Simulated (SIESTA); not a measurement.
# HfC in SIESTA: the effect of target pressure

HfC:

```
Hf C
1.0
     0.00000    2.32500    2.32500
     2.32500    0.00000    2.32500
     2.32500    2.32500    0.00000
Hf C
1 1
Direct
  0.50000 0.50000 0.50000
  0.00000 0.00000 0.00000
```

Alike in all runs:

```yaml
Program: SIESTA 5.4.2
Task: relaxation of cell and atoms
Functional: PBE
Potentials_or_basis: PseudoDojo 0.4 standard (PBE files)
Basis: DZP (energy shift 0.003 Ry; two zetas on semicore shells)
Grid_cutoff: 800 Ry
Energy_shift: 0.003 Ry
k_mesh: 7 × 7 × 7
Occupations: fermi-dirac, width 0.05 eV
Spin: no spin polarisation
```

Each run relaxes the cell or the atoms first.

```csv
target pressure,target pressure,relaxed volume (Å³/atom)
0 GPa,-,12.74
2 GPa,2 GPa,12.64
5 GPa,5 GPa,12.49
10 GPa,10 GPa,12.25
20 GPa,20 GPa,?
30 GPa,30 GPa,11.49
```

What does the run with target pressure 20 GPa give?

Relaxed volume 11.83 Å³/atom.

Worked out: In Murnaghan's law V^(-B') rises as a straight line in P. The other rows fit best with B' = 3.8, V0 = 12.74 Å³/atom and B0 = 236 GPa, which gives 11.84 Å³/atom at 20 GPa, against the run's 11.83.

Caveats: short orbitals over semicore shells can move pressures by several GPa; the basis of atomic orbitals isn't converged, which shifts pressures, moduli and gaps.
